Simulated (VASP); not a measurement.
Crystal: AlP.

```
Al P
1.0
     0.00000    2.73648    2.73648
     2.73648    0.00000    2.73648
     2.73648    2.73648    0.00000
Al P
1 1
Direct
  0.00000 0.00000 0.00000
  0.25000 0.25000 0.25000
```

The cell is a database's computed one.

* Program: VASP 6.6.1
* Task: relaxation of cell and atoms
* Functional: LDA
* Potentials or basis: VASP PAW LDA potentials, release 64 (Al, P)
* Cutoff: 600 eV
* k mesh: 8 × 8 × 8
* Occupations: gaussian, width 0.02 eV
* Spin: no spin polarisation

At the start: pressure -1.8 GPa; volume 20.49 Å³/atom.

**Question.** Where does the relaxation end?

**Answer.** Over 3 steps the energy falls by 2.4 meV/atom and the volume is 20.07 Å³/atom (-2.1 %); space group F-43m (No. 216, to 0.05 Å).

The path:
```csv
step,energy change (eV),largest force (eV/Å),pressure (GPa),volume (Å³)
1,0.0000,0.0000,-1.80,40.98
2,-0.0030,0.0000,1.17,39.63
3,-0.0048,0.0000,0.00,40.14
```

Final structure:
```
CELL_PARAMETERS angstrom
0.00000 2.71762 2.71762
2.71762 0.00000 2.71762
2.71762 2.71762 0.00000
ATOMIC_POSITIONS crystal
Al 0.00000 0.00000 0.00000
P 0.25000 0.25000 0.25000
```
